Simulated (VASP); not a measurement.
# Cu (P6/mmm) in VASP: a series of runs, part 3 of 3

VASP 6.6.1.

## 4. Relaxation of cell and atoms, r2SCAN

The input, POSCAR:

```
Cu
1.0
    4.2199435286      0.0000000000      0.0000000000
   -2.1099717643      3.6545782983      0.0000000000
    0.0000000000      0.0000000000      2.5870088588
Cu
3
Direct
    0.0000000000      0.0000000000      0.0000000000
    0.3333333333      0.6666666667      0.5000000000
    0.6666666667      0.3333333333      0.5000000000
```

The input, INCAR.step1:

```
ALGO = Normal
EDIFF = 1E-4
ENCUT = 600
GGA = PE
ISMEAR = 0
LASPH = T
LCHARG = F
LREAL = F
LWAVE = T
NELM = 100
PREC = Accurate
SIGMA = 0.1
```

The input, INCAR.step2:

```
ALGO = Normal
EDIFF = 1E-6
EDIFFG = -0.04
ENCUT = 600
IBRION = 2
ISIF = 3
ISMEAR = 0
ISTART = 1
LASPH = T
LCHARG = F
LMIXTAU = T
LREAL = F
LWAVE = F
METAGGA = R2SCAN
NELM = 100
NSW = 90
PREC = Accurate
SIGMA = 0.1
```

The input, KPOINTS:

```
k-points
0
Gamma
  6 6 6
```

Potentials or basis: VASP PAW PBE potentials, release 64 (Cu).

Launch:

```bash
cat potpaw_PBE.64/Cu/POTCAR > POTCAR
cp INCAR.step1 INCAR
mpirun -np 1 vasp_std > vasp.out
cp INCAR.step2 INCAR
mpirun -np 1 vasp_std > vasp.out
```

OUTCAR:

```text
EDIFF = 1E-6
   EDIFFG = -0.04
   ENCUT = 600
   IBRION = 2
   ISIF = 3
   ISMEAR = 0
   ISTART = 1
   LASPH = T
   LREAL = F
   METAGGA = R2SCAN
   NELM = 100
   NSW = 90
   PREC = Accurate

 ion  position               nearest neighbor table
   1  0.000  0.000  0.000-   2 2.76   3 2.76   2 2.76   3 2.76   2 2.76   2 2.76   3 2.76   3 2.76
                             3 2.76   3 2.76   2 2.76   2 2.76
   2  0.333  0.667  0.500-   3 2.44   3 2.44   3 2.44   1 2.76   1 2.76   1 2.76   1 2.76   1 2.76
                             1 2.76
   3  0.667  0.333  0.500-   2 2.44   2 2.44   2 2.44   1 2.76   1 2.76   1 2.76   1 2.76   1 2.76
                             1 2.76

  LATTYP: Found a hexagonal cell.
 ALAT       =     4.2199435286
 C/A-ratio  =     0.6130434783

  Lattice vectors:

 A1 = (   4.2199435286,   0.0000000000,   0.0000000000)
 A2 = (  -2.1099717643,   3.6545782983,   0.0000000000)
 A3 = (   0.0000000000,   0.0000000000,   2.5870088588)

Analysis of symmetry for initial positions (statically):
=====================================================================
 Subroutine PRICEL returns:
 Original cell was already a primitive cell.

 Routine SETGRP: Setting up the symmetry group for a
 hexagonal supercell.

 Subroutine GETGRP returns: Found 24 space group operations
 (whereof 24 operations were pure point group operations)
 out of a pool of 24 trial point group operations.

The static configuration has the point symmetry D_6h.

Analysis of symmetry for dynamics (positions and initial velocities):
=====================================================================
 Subroutine PRICEL returns:
 Original cell was already a primitive cell.

 Routine SETGRP: Setting up the symmetry group for a
 hexagonal supercell.

 Subroutine GETGRP returns: Found 24 space group operations
 (whereof 24 operations were pure point group operations)
 out of a pool of 24 trial point group operations.

The dynamic configuration has the point symmetry D_6h.

 Subroutine INISYM returns: Found 24 space group operations
 (whereof 24 operations are pure point group operations),
 and found     1 'primitive' translations

----------------------------------------------------------------------------------------

                                     Primitive cell

  volume of cell :      39.8971

  direct lattice vectors                    reciprocal lattice vectors
     4.219943529  0.000000000  0.000000000     0.236969996  0.136814691  0.000000000
    -2.109971764  3.654578298  0.000000000     0.000000000  0.273629382  0.000000000
     0.000000000  0.000000000  2.587008859     0.000000000  0.000000000  0.386546802

  length of vectors
     4.219943529  4.219943529  2.587008859     0.273629382  0.273629382  0.386546802

  position of ions in fractional coordinates (direct lattice)
     0.000000000  0.000000000  0.000000000
     0.333333333  0.666666667  0.500000000
     0.666666667  0.333333333  0.500000000

  ion indices of the primitive-cell ions
   primitive index   ion index
                 1           1
                 2           2
                 3           3

[... 52 lines left out ...]
 [... further k-points ...]
   k-points           NKPTS =     28   k-points in BZ     NKDIM =     28   number of bands    NBANDS=     20
   number of dos      NEDOS =    301   number of ions     NIONS =      3
   total plane-waves  NPLWV =  31104
   dimension x,y,z NGX =    36 NGY =   36 NGZ =   24
   dimension x,y,z NGXF=    72 NGYF=   72 NGZF=   48
   ions per type =               3
   NGX,Y,Z   is equivalent  to a cutoff of  14.18, 14.18, 15.42 a.u.
   NGXF,Y,Z  is equivalent  to a cutoff of  28.36, 28.36, 30.85 a.u.
 SYSTEM =  unknown system
   PREC   = accura    normal or accurate (medium, high low for compatibility)
   ISTART =      1    job   : 0-new  1-cont  2-samecut
   ICHARG =      0    charge: 1-file 2-atom 10-const
   ISPIN  =      1    spin polarized calculation?
   LNONCOLLINEAR =      F non collinear calculations
   LSORBIT =      F    spin-orbit coupling
   LASPH  =      T    aspherical Exc in radial PAW
   ENCUT  =  600.0 eV  44.10 Ry    6.64 a.u.   8.43  8.43  5.17*2*pi/ulx,y,z
   NELM   =    100;   NELMIN=  2; NELMDL=  0     # of ELM steps
   EDIFF  = 0.1E-05   stopping-criterion for ELM
   LREAL  =      F    real-space projection
   EDIFFG = -.4E-01   stopping-criterion for IOM
   NSW    =     90    number of steps for IOM
   IBRION =      2    ionic relax: 0-MD 1-quasi-New 2-CG
   NFREE  =      1    steps in history (QN), initial steepest desc. (CG)
   ISIF   =      3    stress and relaxation
   ISYM   =      2    0-nonsym 1-usesym 2-fastsym
   POTIM  = 0.5000    time-step for ionic-motion
   TEBEG  =    0.0;   TEEND  =   0.0 temperature during run
   PSTRESS=    0.0 pullay stress
   NELECT =      33.0000    total number of electrons
   NUPDOWN=      -1.0000    fix difference up-down
   EMIN   =  10.00;   EMAX   =-10.00  energy-range for DOS
   EFERMI =   0.00;   METHOD = LEGACY
   ISMEAR =     0;   SIGMA  =   0.10  broadening in eV -4-tet -1-fermi 0-gaus
   EFERMI_NEDOS =   21; number of points for ismear=-14 and -15
   IALGO  =     38    algorithm
   IMIX   =      4    mixing-type and parameters
     AMIX     =   0.40;   BMIX     =  1.00
     AMIX_MAG =   1.60;   BMIX_MAG =  1.00
  volume/ion in A,a.u.               =      13.30        89.75
  Fermi-wavevector in a.u.,A,eV,Ry     =   1.536735  2.904007 32.130882  2.361553
  Thomas-Fermi vector in A             =   2.643342
   LORBIT       =      0    0 simple, 1 ext, 2 COOP (PROOUT), +10 PAW based schemes
   METAGGA = R2SCAN    functional components
   LHFCALC =     F    Hartree Fock is set to
   AEXX    =    0.0000 exact exchange contribution
   IVDW    =     0    specifies the selected vdW correction
   LEPSILON=     F    determine dielectric tensor
   LRPA    =     F    only Hartree local field effects (RPA)
 conjugate gradient relaxation of ions
 non-spin polarized calculation
 Gauss-broadening in eV      SIGMA  =   0.10
  energy-cutoff  :      600.00
  volume of cell :       39.90
 maximum number of plane-waves:      1354
 NGX is ok and might be reduce to    36
   NGX = 17   NGY = 17   NGZ = 11

--------------------------------------- Ionic step        1  -------------------------------------------

 number of electron      32.9999991 magnetization

 Free energy of the ion-electron system (eV)
  ---------------------------------------------------
  ext. energy  EPLUGINS =         0.00000000
  ---------------------------------------------------
  free energy    TOTEN  =       -31.90823129 eV

  energy without entropy =      -31.89205831  energy(sigma->0) =      -31.90014480

------------------------ aborting loop because EDIFF is reached ----------------------------------------

  FORCE on cell =-STRESS in cart. coord.  units (eV):
  Direction    XX          YY          ZZ          XY          YZ          ZX
  --------------------------------------------------------------------------------------
  -------------------------------------------------------------------------------------
  Total       -3.0725877     -3.0725877     -4.2833944      0.0000000      0.0000000      0.0000000
  in kB     -123.3880339   -123.3880339   -172.0112364      0.0000000      0.0000000      0.0000000
  external PRESSURE =    -139.5957680 kB  Pullay stress =       0.0000000 kB
[... 209 lines left out ...]
--------------------------------------- Ionic step        7  -------------------------------------------

 number of electron      33.0000001 magnetization

 Free energy of the ion-electron system (eV)
  ---------------------------------------------------
  ext. energy  EPLUGINS =         0.00000000
  ---------------------------------------------------
  free energy    TOTEN  =       -32.16773243 eV

  energy without entropy =      -32.15724351  energy(sigma->0) =      -32.16248797

 E-fermi :   7.6007     XC(G=0): -13.7723

 val. band max:        7.5985475732   @ k =   0.1667   0.1667   0.5000
 cond. band min:       7.6607462652   @ k =   0.3333   0.3333   0.3333
 fundamental gap:      0.0621986920
 Fermi energy:         7.6007031783

 k-point     1 :       0.0000    0.0000    0.0000
  band No.  band energies     occupation
      1      -2.2304      2.00000
      2       2.6899      2.00000
      3       3.6309      2.00000
      4       3.6572      2.00000
      5       3.6572      2.00000
      6       3.7008      2.00000
[... 541 lines left out ...]
     19      12.6140      0.00000
     20      15.0815      0.00000

 [... further k-points ...]

------------------------ aborting loop because EDIFF is reached ----------------------------------------

  FORCE on cell =-STRESS in cart. coord.  units (eV):
  Direction    XX          YY          ZZ          XY          YZ          ZX
  --------------------------------------------------------------------------------------
  -------------------------------------------------------------------------------------
  Total       -0.0972107     -0.0972107     -0.1157721      0.0000000      0.0000000     -0.0000000
  in kB       -4.4214335     -4.4214335     -5.2656629      0.0000000      0.0000000     -0.0000000
  external PRESSURE =      -4.7028433 kB  Pullay stress =       0.0000000 kB
[... 18 lines left out ...]
  FREE ENERGIE OF THE ION-ELECTRON SYSTEM (eV)
  ---------------------------------------------------
  free  energy   TOTEN  =       -32.1677324303 eV

  energy  without entropy=      -32.1572435099  energy(sigma->0) =      -32.16248797

 reached required accuracy - stopping structural energy minimisation
```

OSZICAR.step1:

```text
N       E                     dE             d eps       ncg     rms          rms(c)
DAV:   1     0.232202690437E+03    0.23220E+03   -0.16809E+04  1176   0.310E+03
DAV:   2     0.726688929361E+00   -0.23148E+03   -0.22460E+03  1120   0.404E+02
DAV:   3    -0.129801232549E+02   -0.13707E+02   -0.12131E+02  1196   0.151E+02
DAV:   4    -0.132772621360E+02   -0.29714E+00   -0.29527E+00  1336   0.258E+01
DAV:   5    -0.132808701201E+02   -0.36080E-02   -0.36074E-02  1476   0.243E+00    0.129E+01
DAV:   6    -0.120944675386E+02    0.11864E+01   -0.31360E+01  1204   0.132E+02    0.769E+00
DAV:   7    -0.107941699988E+02    0.13003E+01   -0.60941E+00  1264   0.594E+01    0.831E-01
DAV:   8    -0.107949877699E+02   -0.81777E-03   -0.18357E-01  1428   0.187E+01    0.986E-01
DAV:   9    -0.107813513487E+02    0.13636E-01   -0.28607E-02  1592   0.938E+00    0.628E-01
DAV:  10    -0.107745715134E+02    0.67798E-02   -0.17771E-02  1428   0.336E+00    0.988E-02
DAV:  11    -0.107745203333E+02    0.51180E-04   -0.15987E-03  1392   0.795E-01    0.310E-02
DAV:  12    -0.107745164193E+02    0.39140E-05   -0.15172E-04   720   0.434E-01
   1 F= -.10774516E+02 E0= -.10766036E+02  d E =-.169608E-01
```

Wall time 4.4 min (1 thread of Intel Xeon 6975P-C (Granite Rapids), shared host); peak memory 0.2 GiB.

Results:

```yaml
Free_energy: -32.1677 eV
Relaxed_volume: 11.74 Å³/atom
Relaxed_cell: a = 4.101 Å, b = 4.101 Å, c = 2.418 Å, α = 90.00°, β = 90.00°, γ = 120.00°
Space_group_after_relaxing_to_0.05_Å: P6/mmm (No. 191)
Energy_gained_by_relaxing: 86.5 meV/atom
Ionic_steps: 7
Pressure_after_relaxing: -0.5 GPa
Band_gap_on_the_k_mesh: none (metal or under the smearing width)
```

The path:
| step | energy change (eV) | largest force (eV/Å) | pressure (GPa) | volume (Å³) |
| --- | --- | --- | --- | --- |
| 1 | 0.0000 | 0.0000 | -13.96 | 39.90 |
| 2 | -0.2198 | 0.0000 | 7.66 | 33.57 |
| 3 | -0.2514 | 0.0000 | 0.20 | 35.01 |
| 4 | -0.2512 | 0.0000 | 0.67 | 34.92 |
| 5 | -0.2584 | 0.0000 | 0.74 | 34.93 |
| 6 | -0.2591 | 0.0000 | 0.75 | 34.94 |
| 7 | -0.2595 | 0.0000 | -0.47 | 35.23 |

Final structure:
```
CELL_PARAMETERS angstrom
4.10126 0.00000 0.00000
-2.05063 3.55180 0.00000
0.00000 0.00000 2.41822
ATOMIC_POSITIONS crystal
Cu 0.00000 0.00000 0.00000
Cu 0.33333 0.66667 0.50000
Cu 0.66667 0.33333 0.50000
```

Caveat: the k mesh is coarse (spacing up to 0.40 Å⁻¹), so the values aren't converged; the PAW data sets were made with another functional, which shifts forces and pressure a little.

## 5. Single point, r2SCAN

This run uses another cell than the first one, of 11.64 Å³/atom, 0.875 times its volume.

The input, POSCAR:

```
Cu
1.0
    4.0672024884      0.0000000000      0.0000000000
   -2.0336012442      3.5223006773      0.0000000000
    0.0000000000      0.0000000000      2.4372395967
Cu
3
Direct
    0.0000000000      0.0000000000      0.0000000000
    0.3333333333      0.6666666667      0.5000000000
    0.6666666667      0.3333333333      0.5000000000
```

The input, INCAR.step1:

```
SYSTEM = Cu
PREC = Accurate ; ENCUT = 520
ISMEAR = 0 ; SIGMA = 0.1
LREAL = .False. ; LASPH = .True.
NELM = 100 ; NBANDS = 24
GGA = PE ; ALGO = Normal
EDIFF = 1E-4 ; LWAVE = .True.
LCHARG = .False.
```

The input, INCAR.step2:

```
SYSTEM = Cu
PREC = Accurate ; ENCUT = 520
EDIFF = 1E-6 ; ISMEAR = 0
SIGMA = 0.1 ; LREAL = .False.
LASPH = .True. ; NELM = 100
ALGO = Normal ; ISIF = 2
LWAVE = .False. ; LCHARG = .True.
METAGGA = R2SCAN ; LMIXTAU = .True.
LELF = .True. ; LVHAR = .True.
NBANDS = 24 ; ISTART = 1
```

The input, KPOINTS:

```
regular mesh
0
Gamma
  15 15 18
  0 0 0
```

Launch:

```bash
cat potpaw_PBE.64/Cu/POTCAR > POTCAR
cp INCAR.step1 INCAR
mpirun -np 1 vasp_std > vasp.out
cp INCAR.step2 INCAR
mpirun -np 1 vasp_std > vasp.out
```

Run time: 6.1 min. Hardware: 1 thread of Intel Xeon 6975P-C (Granite Rapids), shared host; peak memory 0.28 GiB.

Results (log left out):

| Property | Result |
| --- | --- |
| Free energy | -32.2381 eV |
| Pressure | 0.6 GPa |
| Band gap on the k mesh | none (metal or under the smearing width) |

Stress tensor (GPa, compression positive):
```
0.64 0.00 0.00
0.00 0.64 0.00
0.00 0.00 0.54
```

Levels at points of the mesh, in eV from the Fermi level:
| k point | band 12 | band 13 | band 14 | band 15 | band 16 | band 17 | band 18 | band 19 | band 20 | band 21 |
| --- | --- | --- | --- | --- | --- | --- | --- | --- | --- | --- |
| (0.00, 0.00, 0.00) | -2.59 | -2.52 | -2.52 | -1.72 | -1.72 | 4.73 | 4.73 | 4.73 | 4.73 | 6.69 |
| (0.00, 0.00, 0.50) | -2.02 | -1.85 | -1.85 | -1.39 | -0.35 | 0.36 | 8.80 | 9.14 | 9.14 | 10.39 |

Caveat: the PAW data sets were made with another functional, which shifts forces and pressure a little.

## 6. Summary

| task | cell | k mesh | cutoff (eV) | mesh quality | gap on the mesh (eV) | pressure (GPa) |
| --- | --- | --- | --- | --- | --- | --- |
| single point | P6/mmm, 13.3 Å³/atom | 6 × 6 × 8 | 520 | not flagged | none | -14.3 |
| single point | P6/mmm, 11.68 Å³/atom | 6 × 6 × 6 | 520 | coarse | none | 0.4 |
| relaxation of cell and atoms | relaxed | 6 × 6 × 6 | 600 | coarse | none | -0.5 |
| single point | P6/mmm, 11.64 Å³/atom | 15 × 15 × 18 | 520 | not flagged | none | 0.6 |

Alike in all rows: level r2SCAN; potentials or basis VASP PAW PBE potentials, release 64 (Cu); no spin polarisation; smearing gaussian 0.1 eV.

Caveats: some runs use coarse meshes; the PAW data sets were made with another functional, which shifts forces and pressure a little.

Absolute energies hang on the potentials; compare differences alone.
